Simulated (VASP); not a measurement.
A run of VASP 6.6.1 is set up as follows.

Contents of INCAR:

```
PREC = Accurate ; ENCUT = 520
EDIFF = 1E-7 ; ISMEAR = -1
SIGMA = 0.05 ; LREAL = F
LASPH = T ; NELM = 60
ALGO = Normal ; ISIF = 2
LWAVE = F ; LCHARG = T
LDIPOL = T ; IDIPOL = 3
DIPOL = 0.5 0.5 0.500 ; GGA = PE
LELF = T ; LVHAR = T
LVACPOTAV = T ; NBANDS = 36
```

KPOINTS

```
regular mesh
0
Gamma
  9 9 1
```

Contents of POSCAR:

```
Pb
1.0
    3.4928246563      0.0000000000      0.0000000000
   -1.7464123282      3.0248748834      0.0000000000
    0.0000000000      0.0000000000     23.5556381691
Pb
4
Direct
    0.6666666667      0.3333333333      0.3183951097
    0.3333333333      0.6666666667      0.4394650366
    0.0000000000      0.0000000000      0.5605349634
    0.6666666667      0.3333333333      0.6816048903
```

Potentials or basis: VASP PAW PBE potentials, release 64 (Pb_d).

Launch:

```console
$ cat potpaw_PBE.64/Pb_d/POTCAR > POTCAR
$ mpirun -np 1 vasp_std > vasp.out
```

What does it give for the largest force?

0.307 eV/Å.

Predict the work function of the lower face.

3.73 eV.

Predict the work function of the upper face.

3.73 eV.

Forces on the atoms (eV/Å):
```
Pb   0.000  0.000  0.065
Pb   0.000  0.000 -0.307
Pb   0.000  0.000  0.307
Pb   0.000  0.000 -0.065
```

The run has no spin-orbit coupling, so splittings on Pb are missing.
